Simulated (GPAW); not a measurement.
# ZnSe (Stilleite) (F-43m) in GPAW: further runs

Runs on ZnSe (Stilleite). Level: PBE. Tasks: band structure.

All numbers are computed with GPAW 26.7.0; they aren't measurements. Logs are shortened: lines on timing, memory, paths and dates and some standing lists are left out, and cuts for length are marked. The log counts tension as positive stress, the text compression.

**Experimental background.**

“Alloy Disordering Effects on the Thermal Conductivity and Energy Gap Temperature Dependence of Cd1−xZnxSe Ternary Crystals Grown by the Bridgman Method”, 2023, pmc:10253836 reports, for a bulk crystal of ZnSe at 300 K: band gap 2.695 ± 0.003 eV (an exciton energy, a little under the gap).

The results are compared with them further down.

### 1 The crystal as given

The structure is cubic, space group F-43m (No. 216). Conventional cell: a = 5.668 Å, b = 5.668 Å, c = 5.668 Å, α = 90.00°, β = 90.00°, γ = 90.00°. Around Se (site symmetry -43m) lie 4 Zn at 2.45 Å. Zn (site symmetry -43m) is surrounded by 4 Se at 2.45 Å.

### 2 Band structure, PBE

The input, run.py:

```python
from ase.dft.bandgap import bandgap
from ase.io import write
from ase.spacegroup import crystal
from gpaw import GPAW

# Se 4c
# Zn 4a
atoms = crystal(['Se', 'Zn'],
                basis=[[0.25, 0.25, 0.25],
                       [0.0, 0.0, 0.0]],
                spacegroup=216, setting=1,  # F-43m
                cellpar=[5.6676, 5.6676, 5.6676, 90.0, 90.0, 90.0],
                primitive_cell=True)

calc = GPAW(mode='fd',
            h=0.16,
            xc='PBE',
            kpts={'size': (7, 7, 7), 'gamma': True},
            occupations={'name': 'fermi-dirac', 'width': 0.05},
            nbands=18,
            convergence={'density': 1e-05, 'energy': 1e-05},
            maxiter=150,
            txt='gpaw.txt')
atoms.calc = calc
energy = atoms.get_potential_energy()
forces = atoms.get_forces()
calc.write('gs.gpw')
write('result.traj', atoms)
print(f'Energy: {energy:.6f} eV')
print('Forces (eV/A):')
print(forces.round(4))
print('Fermi level:', round(calc.get_fermi_level(), 4), 'eV')
print(f'Gap: {bandgap(calc)[0]:.4f} eV, direct: {bandgap(calc, direct=True)[0]:.4f} eV')

path = atoms.cell.bandpath('GXWKGLUWLK,UX', npoints=60, eps=1e-4)
bs_calc = calc.fixed_density(kpts=path, symmetry='off', nbands=29,
                             convergence={'bands': 'CBM+6.0', 'eigenstates': 1e-6}, txt='bands.txt')
bs = bs_calc.band_structure()
bs.write('bs.json')
print(f'Gap on the path: {bandgap(bs_calc)[0]:.4f} eV')
```

Potentials or basis: GPAW PAW data sets (gpaw-data 1.2.1), fd.

The run is started by

```
$ OMP_NUM_THREADS=1 python run.py
```

gpaw.txt:

```text
__  _  _
 | _ |_)|_||  |
 |__||  | ||/\| - 26.7.0

Input parameters:
  mode=FD(),
  convergence={'density': 1e-05, 'energy': 1e-05},
  h=0.16,
  kpts=MonkhorstPack(size=(7, 7, 7), gamma=True),
  maxiter=150,
  nbands=18,
  occupations=Occupations(name='fermi-dirac', width=0.05),
  xc=XC(name='PBE')

Diagonalizing LCAO Hamiltonian
Converting LCAO to fd mode

           Se

       Zn

Atoms  # Å, Bohr magnetons
|   | symbol |        x |        y |        z |    initial magnetic moments |
|---|--------|----------|----------|----------|-----------------------------|
| 0 |     Se | 1.416900 | 1.416900 | 1.416900 | ( 0.0000,  0.0000,  0.0000) |
| 1 |     Zn | 0.000000 | 0.000000 | 0.000000 | ( 0.0000,  0.0000,  0.0000) |

Unit cell  # Å
| periodic |        x |        y |        z |  lengths |    angles |
|----------|----------|----------|----------|----------|-----------|
|      yes | 0.000000 | 2.833800 | 2.833800 | 4.007598 | 60.000000 |
|      yes | 2.833800 | 0.000000 | 2.833800 | 4.007598 | 60.000000 |
|      yes | 2.833800 | 2.833800 | 0.000000 | 4.007598 | 60.000000 |

Number of symmetries: 24
Symmetry operations  # r_c * U_cc + t_c -> r_c
|    | kind |            matrix            |
|----|------|------------------------------|
|  0 |  E   |  1, 0, 0,  0, 1, 0,  0, 0, 1 |
|  1 |  σ   |  1, 0, 0,  0, 0, 1,  0, 1, 0 |
|  2 |  σ   |  1, 0,-1,  0, 1,-1,  0, 0,-1 |
|  3 |  C3  |  1, 0,-1,  0, 0,-1,  0, 1,-1 |
|  4 |  C3  |  1,-1, 0,  0,-1, 1,  0,-1, 0 |
|  5 |  σ   |  1,-1, 0,  0,-1, 0,  0,-1, 1 |
|  6 |  σ   |  0, 1, 0,  1, 0, 0,  0, 0, 1 |
|  7 |  C3  |  0, 1, 0,  0, 0, 1,  1, 0, 0 |
|  8 |  C2  |  0, 1,-1,  1, 0,-1,  0, 0,-1 |
|  9 |  S4  |  0, 1,-1,  0, 0,-1,  1, 0,-1 |
| 10 |  C3  |  0, 0, 1,  1, 0, 0,  0, 1, 0 |
| 11 |  σ   |  0, 0, 1,  0, 1, 0,  1, 0, 0 |
| 12 |  S4  |  0, 0,-1,  1, 0,-1,  0, 1,-1 |
| 13 |  C3  |  0, 0,-1,  0, 1,-1,  1, 0,-1 |
| 14 |  S4  |  0,-1, 1,  1,-1, 0,  0,-1, 0 |
| 15 |  C2  |  0,-1, 1,  0,-1, 0,  1,-1, 0 |
| 16 |  C3  |  0,-1, 0,  1,-1, 0,  0,-1, 1 |
| 17 |  S4  |  0,-1, 0,  0,-1, 1,  1,-1, 0 |
| 18 |  S4  | -1, 1, 0, -1, 0, 1, -1, 0, 0 |
| 19 |  C3  | -1, 1, 0, -1, 0, 0, -1, 0, 1 |
| 20 |  C3  | -1, 0, 1, -1, 1, 0, -1, 0, 0 |
| 21 |  S4  | -1, 0, 1, -1, 0, 0, -1, 1, 0 |
| 22 |  σ   | -1, 0, 0, -1, 1, 0, -1, 0, 1 |
| 23 |  C2  | -1, 0, 0, -1, 0, 1, -1, 1, 0 |

BZ-sampling:
  Number of BZ points: 343
  Number of IBZ points: 20

  Monkhorst-Pack size: [7, 7, 7]
  Monkhorst-Pack shift: [0, 0, 0]

K-points  # in reciprocal-cell coordinates
|     |                                coordinates |     weight |
|-----|--------------------------------------------|------------|
|   0 | (  0.00000000,   0.00000000,   0.00000000) | 0.00291545 |
|   1 | (  0.14285714,   0.14285714,   0.00000000) | 0.01749271 |
|   2 | (  0.14285714,   0.14285714,   0.14285714) | 0.02332362 |
|   3 | (  0.28571429,   0.14285714,   0.14285714) | 0.03498542 |
|   4 | (  0.28571429,   0.28571429,   0.00000000) | 0.01749271 |
|   5 | (  0.28571429,   0.28571429,   0.14285714) | 0.06997085 |
|   6 | (  0.28571429,   0.28571429,   0.28571429) | 0.02332362 |
|   7 | (  0.42857143,  -0.28571429,  -0.28571429) | 0.03498542 |
|   8 | (  0.42857143,   0.28571429,  -0.42857143) | 0.13994169 |
|   9 | (  0.42857143,   0.28571429,  -0.28571429) | 0.06997085 |
| ... |                                            |            |
|  19 | (  0.42857143,   0.42857143,   0.42857143) | 0.02332362 |

Uniform wave function grid shape: (np.int64(20), np.int64(20), np.int64(20))
Spin-components: 1 (collinear spins)
Bands:           18
Projectors:      11
Spin-degeneracy: 2
Datatype:        complex128

Parallelization:
  kpt:    1
  domain: 1
  band:   1

Density:
  Valence electrons: 18.0
  Components: 1
  Grid points: [20 20 20]
  Charge: 0.0  # |e|

Potential:
  Grid points: [20 20 20]

species:
  Se:
    name:    Selenium
    Z:       34.0
    valence: 6
    core:    28
    charge:  0.0  # [|e|]
    compensation charges:
      type: gauss
      rc: 0.27  # [Å]
      lmax: 2
    cutoffs:
      filter: 1.77  # [Å]
      core: 2.67  # [Å]
    projectors
    | kind |    occ | energy [eV] | rcut [Å] |
    |------|--------|-------------|----------|
    |   4s |  2.000 |     -17.277 |    0.847 |
    |   4p |  4.000 |      -6.512 |    1.005 |
    |    s |        |       9.935 |    0.847 |
    |    p |        |      20.699 |    1.005 |
    |    d |        |       0.000 |    0.847 |

    Using partial waves for Se as LCAO basis

  Zn:
    name:    Zinc
    Z:       30.0
    valence: 12
    core:    18
    charge:  0.0  # [|e|]
    compensation charges:
      type: gauss
      rc: 0.37  # [Å]
      lmax: 2
    cutoffs:
      filter: 2.14  # [Å]
      core: 2.28  # [Å]
    projectors
    | kind |    occ | energy [eV] | rcut [Å] |
    |------|--------|-------------|----------|
    |   4s |  2.000 |      -5.977 |    1.286 |
    |   4p |  0.000 |      -1.117 |    1.270 |
    |   3d | 10.000 |     -10.142 |    1.180 |
    |    s |        |      21.234 |    1.286 |
    |    p |        |      26.095 |    1.270 |
    |    d |        |      17.070 |    1.180 |

    Using partial waves for Zn as LCAO basis

Reference energy: -114964.858784  # eV

eigensolver:
  PPCG
  Converge bands: occupied
  niter=2

density mixing:
  MSR1-Mixer
  Pratt-step length: 0.05
  Maximum mixing coefficient: 0.75
  Old densities: 10
  SVD Regularization: 0.005
  Good broyden scale: 1.0
  Trust region scale: 1.0
  Backstep threshold: 4.0
  History deletion threshold: 6.0
  Fourier metric: weight=20.0, sigma=0.015

occupation numbers:
  Fermi-Dirac:
    width: 0.0500  # eV

FastPoissonSolver using
    Stencil: 12*3+1=37 point O(h^6) finite-difference Laplacian
    FFT axes: [np.int64(0), np.int64(1), np.int64(2)]
    FST axes: []

xc functional:
  name: PBE with 2 nearest neighbor stencil
interpolation: tri-quintic # 5. degree polynomial

convergence criteria:
- Maximum integral of absolute [dens]ity change: 1e-05 electrons / valence electron
- Maximum [total energy] change in last 3 cyles: 1e-05 eV / valence electron
- Maximum integral of absolute [eigenst]ate change: 4e-08 eV^2 / valence electron
maximum number of iterations: 150

SCF iterations
|iter     | |      energy | eigst |  dens |
|---------|-|-------------|-------|-------|
|iter:   1| |   -6.321058 | +0.26 |       |
|iter:   2| |   -6.280664 | -1.07 | -1.24 |
|iter:   3| |   -6.095580 | -1.27 | -1.28 |
|iter:   4| |   -6.098757 | -2.08 | -1.89 |
|iter:   5| |   -6.100059 | -2.91 | -2.38 |
|iter:   6| |   -6.100133 | -3.91 | -3.34 |
|iter:   7| |   -6.100148c| -4.61 | -3.67 |
|iter:   8| |   -6.100149c| -5.11 | -4.74 |
|iter:   9| |   -6.100149c| -6.00 | -5.11c|
|iter:  10| |   -6.100149c| -7.00 | -5.77c|
|iter:  11| |   -6.100149c| -7.67c| -6.41c|

Converged in 11 steps
Energy contributions relative to reference atoms: (reference = -114964.858784)

Energy contributions:
  Kinetic:          12.658212
  Coulomb:         -10.772803
  Zero:              0.002405
  External:          0.000000
  Xc:               -7.987962
  Entropy:          -0.000000
  Spinorbit:         0.000000
  ----------------------------
  Free energy:      -6.100149
  Extrapolated:     -6.100149

dipole moment: (-14.404207, -14.404207, -14.404207)  # |e|*Ang

Fermi level: 4.552
Eigenvalues  # (at kpt = [0.000, 0.000, 0.000])
| band index |      eig [eV] | occ [0-2] |
|------------|---------------|-----------|
|          0 |        -9.374 |     2.000 |
|          1 |        -2.649 |     2.000 |
|          2 |        -2.649 |     2.000 |
|          3 |        -2.648 |     2.000 |
|          4 |        -2.282 |     2.000 |
|          5 |        -2.282 |     2.000 |
[... 10 lines left out ...]
|         16 |        16.945 |     0.000 |
|         17 |        16.946 |     0.000 |

Gap: 1.299 eV
Transition (v -> c):
  (s=0, k=0, n=8, [0.00, 0.00, 0.00]) -> (s=0, k=0, n=9, [0.00, 0.00, 0.00])
No difference between direct/indirect transitions

Forces  # eV/Ang
|       x |        y |        z |
|---------|----------|----------|
| 0.00000 | -0.00000 |  0.00000 |  # Se   0
| 0.00000 | -0.00000 | -0.00000 |  # Zn   1

# Writing to gs.gpw (mode='')
```

Wall time 2.4 min (1 thread of Intel Xeon Platinum 8488C (Sapphire Rapids), shared host); peak memory 0.57 GiB.

What came out:

* Free energy: -6.1001 eV
* Band gap on the k mesh: 1.30 eV, direct
* Band gap along the path: 1.30 eV, direct

Levels at the corners of the path, in eV from the valence-band top:
```tsv
point	band 6	band 7	band 8	band 9	band 10	band 11	band 12	band 13
Γ	-6.15	0.00	0.00	0.00	1.30	5.81	5.81	5.81
X	-5.97	-4.74	-2.18	-2.18	2.99	3.47	10.73	11.25
W	-5.85	-4.68	-2.76	-2.66	5.48	5.56	6.97	7.72
K	-5.89	-4.71	-3.08	-1.79	3.59	5.60	9.05	9.27
Γ	-6.15	0.00	0.00	0.00	1.30	5.81	5.81	5.81
L	-5.99	-5.22	-0.87	-0.87	2.55	6.39	6.39	8.57
U	-5.89	-4.71	-3.08	-1.79	3.59	5.60	9.05	9.27
W	-5.85	-4.68	-2.76	-2.66	5.48	5.56	6.97	7.72
L	-5.99	-5.22	-0.87	-0.87	2.55	6.39	6.39	8.57
K	-5.89	-4.71	-3.08	-1.79	3.59	5.60	9.05	9.27
U	-5.89	-4.71	-3.08	-1.79	3.59	5.60	9.05	9.27
X	-5.97	-4.74	-2.18	-2.18	2.99	3.47	10.73	11.25
```

Caveat: the real-space grid adds noise to forces.

[end of part 1 of 2]
